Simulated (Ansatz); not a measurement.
BN: checking dH/dP = V

Theory: DFT PBEsol, scalar-relativistic, plane waves, PAW (Ansatz 0.2.0). Run with 420 eV cutoff, 12×12×4 k-mesh, Gaussian smearing of 0.02 eV, no spin polarisation.

Starting point, cell and atoms relaxed:

```
CELL_PARAMETERS angstrom
2.50433 0.00000 0.00000
-1.25217 2.16881 0.00000
0.00000 0.00000 7.07272
ATOMIC_POSITIONS crystal
B 0.33333 0.66667 0.25000
B 0.66667 0.33333 0.75000
N 0.33333 0.66667 0.75000
N 0.66667 0.33333 0.25000
```

Cell and atoms were relaxed at each target pressure within the start's symmetry (P6_3/mmc), at zero temperature; other phases can be more stable under pressure. H = E + PV with P the target; E is the free energy at the smearing used, whose derivative the pressure is, per atom and counted from zero pressure. The mesh named is that at zero pressure; some other pressures ran on another.

| P (GPa) | V (Å³/atom) | E − E0 (meV) | H − H0 (meV) |
| --- | --- | --- | --- |
| 0 | 9.604 | 0.0 | 0.0 |
| 1 | 8.978 | 1.5 | 57.5 |
| 4 | 8.280 | 11.3 | 218.0 |
| 12 | 7.464 | 49.2 | 608.3 |
| 25 | 6.780 | 125.4 | 1183.3 |
| 50 | 6.051 | 290.3 | 2178.7 |
| 90 | 5.395 | 569.3 | 3600.0 |

**Question.** Thermodynamics gives dH/dP = V along a relaxed path. Integrate V over P by the trapezoid rule and compare with the computed enthalpies.

**Answer.** With 1 eV/Å³ = 160.22 GPa, each step adds the mean volume times ΔP / 160.22:
| P (GPa) | ∫V dP (meV) | H − H0 (meV) | difference (meV) |
| --- | --- | --- | --- |
| 1 | 58.0 | 57.5 | 0.5 |
| 4 | 219.6 | 218.0 | 1.6 |
| 12 | 612.6 | 608.3 | 4.4 |
| 25 | 1190.5 | 1183.3 | 7.2 |
| 50 | 2191.5 | 2178.7 | 12.8 |
| 90 | 3620.4 | 3600.0 | 20.4 |

V(P) curves upward, so the trapezoid rule runs high; integrating a smooth curve through the same points puts that excess at about 19.8 meV at 90 GPa, against the 20.4 meV found.

**Question.** At 90 GPa, how much of the enthalpy change is stored energy and how much is the PV term?

**Answer.** E rises by 569 meV/atom and PV is 90 × 5.395 / 160.22 = 3031 meV/atom, so PV makes 84 % of ΔH. So between rival structures at high pressure a small difference in volume can outweigh the difference in energy: 1 % of this volume is worth 30.3 meV/atom at this pressure.

**Question.** What bulk modulus do the lowest pressures give, and how is the compression shared among the axes?

**Answer.** From the pressures that the runs reached, -0.02 GPa (9.604 Å³) and 0.98 GPa (8.978 Å³), B = −ΔP/Δln V = 1.00 / 0.0673 = 15 GPa, a mean over that range. Where layers or molecules are held by dispersion forces, this functional describes the zero-pressure volume and B poorly. The linear compressibilities −Δln(length)/ΔP are 0.82 along a, 0.82 along b, 65.71 along c (in TPa⁻¹). With fixed angles they add up to 1/B: 67.35 against 67.35. Softest: c, at 98 % of the volume change per axis.

**Question.** The gap is 4.281 eV at -0.02 GPa and 4.129 eV at 0.98 GPa. What pressure coefficient and volume deformation potential follow?

**Answer.** dE_g/dP = -152.1 meV/GPa, and a_V = dE_g/d ln V = −B dE_g/dP = 2.26 eV. A gap that closes or barely moves under pressure is usual where the conduction edge lies away from the zone centre, has d character, or where the bands broaden faster than they shift. If the edges move to other points of the zone within the range, this is a mean of two slopes. Gaps are Kohn–Sham gaps over the whole zone.

Cost: 7 runs of about 1.2 core-minutes in all, on Arm Neoverse V2 (shared hosts).